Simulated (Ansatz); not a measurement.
Free-standing chains of the atoms of Rh, named by their start (strip: triangular double chain, ladder: square double chain); atoms and period are relaxed, and energies count from relaxed bulk Rh (Fm-3m, 14.05 Å³/atom, gap on the mesh 0.00 eV).

Computed with DFT PBE, scalar-relativistic, plane waves, PAW (Ansatz).

Cutoff 420 eV, Gaussian smearing of 0.05 eV, energies at zero smearing, symmetry of each start kept, collinear spin where a moment is listed.

```
          start atoms k mesh excess energy (eV per host atom) period (Å) highest filled level or Fermi level under vacuum (eV) size of the moment (μB per cell)
   linear chain      1  1×1×26                             3.256       2.242                                                   5.37                              0.23
dimerised chain      2  1×1×13                             3.256       4.484                                                   5.37                              0.47
   zigzag chain      2  1×1×15                             2.929       3.635                                                      -                              2.00
   ladder chain      4  1×1×13                             2.408       4.782                                                      -                              3.07
    strip chain      2  1×1×25                             2.536       2.539                                                      -                              2.79
```

Zero in every row: gap on the mesh (eV).

Each run keeps its start's symmetry and one magnetic start, so lower states can exist. Rows stand on unlike meshes and boxes, so starts that end alike can differ by a few hundredths of an eV per atom.

Cost: 5 runs of about 7.3 core-minutes in all, on AMD EPYC 7R13 Processor (Zen 3) (shared hosts).